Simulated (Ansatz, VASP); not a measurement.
# One calculation of Zr, two programs

Contents of INCAR:

```
SYSTEM = Zr
AGGAC = 1.0 ; AGGAX = 1.0
ALDAC = 0.0 ; ALDAX = 1.0
ALGO = Normal ; EDIFF = 1E-6
ENCUT = 520 ; GGA = B5
ISIF = 2 ; ISMEAR = -1
LASPH = .True. ; LCHARG = .True.
LELF = .True. ; LREAL = .False.
LVHAR = .True. ; LWAVE = .False.
NBANDS = 12 ; NELM = 100
PREC = Accurate ; SIGMA = 0.1
```

Contents of KPOINTS:

```
k-points
0
Gamma
  12 12 12
  0 0 0
```

The input POSCAR:

```
Zr
1.0
    2.8814413263      0.0000000000      0.0000000000
    0.0000000000      2.8814413263      0.0000000000
    0.0000000000      0.0000000000      2.8814413263
Zr
1
Direct
    0.0000000000      0.0000000000      0.0000000000
```

Input for Ansatz:

```yaml
crystal:
  lattice:
    - [2.8814413263, 0.0, 0.0]
    - [0.0, 2.8814413263, 0.0]
    - [0.0, 0.0, 2.8814413263]
  atoms:
    - { symbol: Zr, position: [0.0, 0.0, 0.0] }
hamiltonian:
  xc: blyp
  pseudopotentials:
    kind: paw
    azcp:
      Zr: "pseudopotentials/Zr.paw.azcp"
basis:
  ecutwfc: 420
  fft_grid_basis: typed
kpoints:
  mp_grid: { grid: [12, 12, 12], shift: [0, 0, 0] }
magnetization:
  spin_polarized: false
scf:
  occupations: { method: fermi_dirac, width: 0.1 }
  lower_state_search: "off"
output:
  stress: true
  write_density: true
  write_potential: true
  elf: true
  volumetric_format: npy
```

Alike in both runs: task single point; functional BLYP; k mesh 12 × 12 × 12; occupations fermi-dirac, width 0.1 eV; no spin polarisation.

|  | VASP | Ansatz |
| --- | --- | --- |
| version | VASP 6.6.1 | Ansatz 0.2.0 |
| potentials or method | VASP PAW PBE potentials, release 64 (Zr_sv) | plane waves (420 eV) with PAW, scalar-relativistic |
| plane-wave cutoff (eV) | 520 | 420 |
| valence electrons in the cell | 12 | 12 |

```csv
,VASP,Ansatz,Ansatz less VASP
pressure (GPa),6.3,6.2,-0.10
```

Caveats: the PAW data sets were made with another functional, which shifts forces and pressure a little (VASP).
